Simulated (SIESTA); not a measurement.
The system is InAs.

```
In As
1.0
     0.00000    3.01800    3.01800
     3.01800    0.00000    3.01800
     3.01800    3.01800    0.00000
In As
1 1
Direct
  0.00000 0.00000 0.00000
  0.75000 0.75000 0.75000
```

Base run:

```yaml
Program: SIESTA 5.4.2
Functional: PBE
Potentials_or_basis: SG15 1.2 (PBE files) or PseudoDojo by element
Basis: DZP (energy shift 0.003 Ry; two zetas on semicore shells)
Grid_cutoff: 500 Ry
Energy_shift: 0.003 Ry
k_mesh: 8 × 8 × 8
Occupations: fermi-dirac, width 0.05 eV
Spin: no spin polarisation
```

Its results: band gap on the k mesh none (metal or under the smearing width); pressure 5.1 GPa.

Problem. The run is repeated on the same cell with these changes: functional from PBE to AM05; potentials or basis from SG15 1.2 (PBE files) or PseudoDojo by element to PseudoDojo 0.4 standard (PBEsol files); valence electrons from 18 to 28. What comes out?

Solution. Band gap on the k mesh none (metal or under the smearing width); pressure 1.9 GPa.

Caveats: the basis of atomic orbitals isn't converged, which shifts pressures, moduli and gaps; the potentials were made for another functional, which shifts forces and pressure (some runs).

Not every run made on this cell is shown here.
